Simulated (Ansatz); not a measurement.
# Mg started in the widest void in diamond Si, 129 atoms, charge +2

All numbers come from Ansatz (PAW, plane waves, no spin–orbit coupling) at the single k point (¼, ¼, ¼) without its symmetry partners. The atoms were relaxed with PBEsol in a fixed cell; other functionals are single points on those atoms unless said otherwise. The valence top and gap of the host come from its small cell on a dense mesh, with the band extrema sought between the mesh points, lined up by the mean potential, PBEsol gap 0.46 eV, HSE06 gap 1.13 eV, r²SCAN gap 0.76 eV. The charge correction uses an assumed dielectric constant of 11.7.

Cell: a = 15.366 Å, b = 15.366 Å, c = 15.366 Å, α = 60.00°, β = 60.00°, γ = 60.00°.

Nearest atoms after relaxation, from the placed atom (for vacancies from the middle of the vacant sites): Si at 2.50 Å, Si at 2.50 Å, Si at 2.50 Å, Si at 2.50 Å, Si at 2.76 Å, Si at 2.76 Å, Si at 2.76 Å, Si at 2.77 Å.

Chemical potentials μ are those of reference phases of the elements at zero temperature by the same functional (the usual solids, diamond for C, grey Sn, and the molecules H2, N2, O2, F2, Cl2, Br2 and S8).

| functional | E(defect) − E(host) − Σ nμ + q·E_VBM (eV) | monopole (eV) | alignment (eV) | formation energy at E_F = VBM (eV) | moment (μB) | wall time, shared host |
| --- | --- | --- | --- | --- | --- | --- |
| PBEsol | 0.74 | 0.52 | 0.00 | 1.26 | 0 (no spin) | 14 s on NVIDIA GB300 (relaxation) |
| HSE06 | 0.32 | 0.52 | 0.02 | 0.86 | 0 (no spin) | 84 s on NVIDIA GB300 |
| r²SCAN | 0.75 | 0.52 | 0.02 | 1.29 | 0 (no spin) | 14 s on NVIDIA GB300 |

HSE06 one-electron levels near the gap (the ten most localised at most), from the host's valence top, not corrected for the charge's images:

| level (eV) | spin | filling | atoms sharing it | element of the atom with most weight |
| --- | --- | --- | --- | --- |
| -0.05 | both | 2.00 | 124.9 | spread |
| -0.05 | both | 2.00 | 125.0 | spread |
| 1.24 | both | 0.00 | 70.3 | spread |
| 1.34 | both | 0.00 | 113.9 | spread |
| 1.34 | both | 0.00 | 113.9 | spread |

r²SCAN one-electron levels near the gap (the ten most localised at most), from the host's valence top, not corrected for the charge's images:

```
level (eV)  spin  filling  atoms sharing it  element of the atom with most weight
     -0.02  both     2.00             124.9                                spread
     -0.02  both     2.00             125.0                                spread
      0.86  both     0.00              74.9                                spread
      0.95  both     0.00             113.3                                spread
      0.95  both     0.00             113.4                                spread
```

One k point and a cell of this size can leave errors of several tenths of an eV in such numbers.
